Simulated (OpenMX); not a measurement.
**ZrSe2 under changes of volume**

One of the cells (26.300 Å³/atom); the others are scaled copies at fixed shape and fractional positions:

```
CELL_PARAMETERS angstrom
3.82315 0.00000 0.00000
-1.91158 3.31095 0.00000
0.00000 0.00000 6.23301
ATOMIC_POSITIONS crystal
Zr 0.00000 0.00000 0.00000
Se 0.66667 0.33333 0.75000
Se 0.33333 0.66667 0.25000
```

- Program: OpenMX 3.8.5
- Functional: PBE
- Potentials or basis: OpenMX 2013 PBE set, Zr7.0-s3p2d2, Se7.0-s3p2d2, fixed grid of 40 × 40 × 75 points
- k mesh: 9 × 9 × 5
- Occupations: fermi-dirac, width 0.05 eV
- Spin: no spin polarisation

```csv
volume (Å³/atom),energy over the lowest point (meV/atom),gap on the mesh (eV),largest force (eV/Å)
24.237,67.49,0.17,1.409
24.753,41.97,0.20,1.131
25.268,23.00,0.24,0.870
26.300,2.56,0.30,0.404
26.815,0.00,0.33,0.191
27.331,?,?,?
```

Question: What does the run at 27.331 Å³/atom give?

Answer: Energy over the lowest point 1.96 meV/atom; gap on the mesh 0.35 eV; largest force 0.007 eV/Å.

Worked out: A Birch-Murnaghan fit of order 3 (a polynomial in V^(-2/3)) to the other rows has its minimum at 26.84 Å³/atom, just outside them, with B0 = V·E''(V) = 73 GPa and B' = 3.8 at fixed shape and positions, which overstates the stiffness. It gives 1.98 meV/atom at 27.331 Å³/atom, against the run's 1.96. A straight line through the other rows of the gap, of slope 1.6 eV per unit of ln V, extrapolates to 0.36 eV, against the run's 0.35.

Energies are extrapolated to zero smearing.

Caveats: an odd mesh through Γ misses points on the zone boundary, where band edges often lie; this functional lacks dispersion, which binds the layers, so the pressure and a relaxed spacing across them are unreliable; the basis of atomic orbitals isn't converged, which shifts pressures, moduli and gaps; forces of over 1 eV/Å show positions far from the minimum, so gaps and moduli don't describe the material at rest (some runs). Spin-orbit coupling on Se, Zr is left out.
